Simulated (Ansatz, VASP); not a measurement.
This is a calculation of SnTe for VASP 6.6.1. 

INCAR

```
SYSTEM = SnTe
PREC = Accurate ; ENCUT = 600
EDIFF = 1E-7 ; ISMEAR = -1
SIGMA = 0.05 ; LREAL = .False.
LASPH = .True. ; NELM = 100
ALGO = Normal ; ISIF = 3
LWAVE = .False. ; LCHARG = .False.
GGA = PE ; IBRION = 2
NSW = 40 ; EDIFFG = -0.01
```

The input KPOINTS:

```
Automatic mesh
0
Gamma
  7 7 7
  0 0 0
```

The input POSCAR:

```
SnTe
1.0
    0.0000000000      3.1508500000      3.1508500000
    3.1508500000      0.0000000000      3.1508500000
    3.1508500000      3.1508500000      0.0000000000
Te Sn
1 1
Direct
    0.5000000000      0.5000000000      0.5000000000
    0.0000000000      0.0000000000      0.0000000000
```

Potentials or basis: VASP PAW PBE potentials, release 54 (Te, Sn_d).

Launch:

```sh
$ cat potpaw_PBE.54/Te/POTCAR potpaw_PBE.54/Sn_d/POTCAR > POTCAR
$ mpirun -np 1 vasp_std > vasp.out
```

Task: What does the same run look like in Ansatz 0.2.0? Potentials or basis there: Ansatz PAW, cutoff 420 eV.

Result: As run (cutoffs and basis follow the program's own potentials, and thresholds, step limits or extra output files can differ):

Contents of input.yaml:

```yaml
crystal:
  lattice:
    - [0.0, 3.15085, 3.15085]
    - [3.15085, 0.0, 3.15085]
    - [3.15085, 3.15085, 0.0]
  atoms:
    - { symbol: Te, position: [0.5, 0.5, 0.5] }
    - { symbol: Sn, position: [0.0, 0.0, 0.0] }
hamiltonian:
  xc: pbe
  pseudopotentials: { kind: paw }
kpoints:
  mp_grid: { grid: [7, 7, 7] }
scf:
  occupations: { method: fermi_dirac, width: 0.05 }
output:
  forces: true
  stress: true
relax:
  f_tol: 0.01
  max_steps: 40
  cell: { stress_tol: 0.05 }
```

Potentials or basis: Ansatz PAW.

Launch:

```sh
$ ansatz run input.yaml --threads 2 --pin off --max-ram 5632MiB --backend cpu --events-out ev --progress --plain --runs-dir out
```

Both were run:

|  | VASP | Ansatz |
| --- | --- | --- |
| Relaxed volume | 32.86 Å³/atom | 32.87 Å³/atom |
| Relaxed cell | a = 4.530 Å, b = 4.530 Å, c = 4.530 Å, α = 60.00°, β = 60.00°, γ = 60.00° | a = 4.530 Å, b = 4.530 Å, c = 4.530 Å, α = 60.00°, β = 60.00°, γ = 60.00° |
| Space group after relaxing | Fm-3m (No. 225) | Fm-3m (No. 225) |
| Pressure after relaxing | 0.0 GPa | 0.0 GPa |

Ansatz's pressure holds a Pulay term of +0.03 GPa for its cutoff of 420 eV, which the other run lacks.

The potentials hold 20 and 30 valence electrons a cell.

Where Ansatz's input types no cutoff or centring, it takes its own default and a Γ-centred mesh.

Pressure is positive in compression.
